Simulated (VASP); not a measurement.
A run of VASP 6.6.1:

The input INCAR:

```
PREC = Accurate ; ENCUT = 520
EDIFF = 1E-6 ; ISMEAR = 0
SIGMA = 0.1 ; LREAL = F
LASPH = T ; NELM = 100
ALGO = Normal ; ISIF = 2
LWAVE = F ; LCHARG = F
GGA = PE ; NBANDS = 9
```

Contents of KPOINTS:

```
regular mesh
0
Gamma
  12 12 12
```

Contents of POSCAR:

```
Mg
1.0
    3.7078702564      0.0000000000      0.0000000000
    0.0000000000      3.7078702564      0.0000000000
    0.0000000000      0.0000000000      3.3893695877
Mg
2
Direct
    0.0000000000      0.0000000000      0.0000000000
    0.5000000000      0.5000000000      0.5000000000
```

Potentials or basis: VASP PAW PBE potentials, release 64 (Mg).

Launch:

```sh
$ cat potpaw_PBE.64/Mg/POTCAR > POTCAR
$ mpirun -np 1 vasp_std > vasp.out
```

Hardware: 1 thread of AMD EPYC 9R45 96-Core Processor (Zen 5), with other jobs on the host.

Q: How long does it take, and how much memory?

A: Run time: 26 s on 1 thread of AMD EPYC 9R45 96-Core Processor (Zen 5) (shared host), peak memory 0.18 GiB. Counts: scf iterations 10, k points 196.
